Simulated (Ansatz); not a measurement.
Runs of Ansatz 0.2.0 on SiC (Moissanite). Symmetry: P6_3mc, No. 186, hexagonal system. Conventional cell: a = 3.076 Å, b = 3.076 Å, c = 5.048 Å, α = 90.00°, β = 90.00°, γ = 120.00°. Si (site symmetry 3m) has 4 C at 1.87 to 1.94 Å as nearest neighbours. C (site symmetry 3m) has 4 Si at 1.87 to 1.94 Å as nearest neighbours. 

```tsv
task	level	cell	k mesh	cutoff (eV)	smearing	atoms under strain	gap on the mesh (eV)	pressure (GPa)	V0 of scaled cells (Å³/atom)	relaxed volume (Å³/atom)	B0 (GPa)
elastic constants	LDA	as given	8 × 8 × 5	420	fixed	relaxed	2.42	-4.3	-	-	-
equation of state	r2SCAN	as given	10 × 10 × 5	500	fermi-dirac 0.05 eV	-	-	-	(a)	-	(b)
equation of state	rPW86-PBE	as given	10 × 10 × 5	420	fermi-dirac 0.05 eV	-	-	-	10.70	-	200
relaxation of cell and atoms	revPBE	relaxed	10 × 10 × 5	420	fermi-dirac 0.05 eV	-	2.51	0.0	-	10.62	-
relaxation of cell and atoms	PBEsol+D3(BJ)	relaxed	10 × 10 × 5	420	fermi-dirac 0.05 eV	-	2.26	0.0	-	10.16	-
```

Alike in all rows: potentials or basis Ansatz PAW; no spin polarisation.

Problem. Fill in the values left out.

Solution. (a) 10.35; (b) 227.

Caveats: odd divisions of the mesh miss points on the zone boundary, where band edges often lie, so the gap on the mesh can be too wide (some runs); the PAW data sets come from PBE, with cores solved anew for the run's functional, which leaves a small shift of forces and pressure (some runs); the cell was scaled at fixed shape and fractional positions, which overstates the stiffness of a crystal with free parameters, most of all of layers and chains (some runs); the plane-wave basis is chosen anew once the cell has moved, so the energies of steps on either side of that aren't comparable (some runs); the cell is more than 3 GPa from zero pressure, which shifts response properties (some runs); the PAW data sets were made with another functional, which shifts forces and pressure a little (some runs); the potentials were made for another functional, which shifts forces and pressure (some runs).

A k mesh can miss the band edges.

Runs at the PBE level aren't shown here.
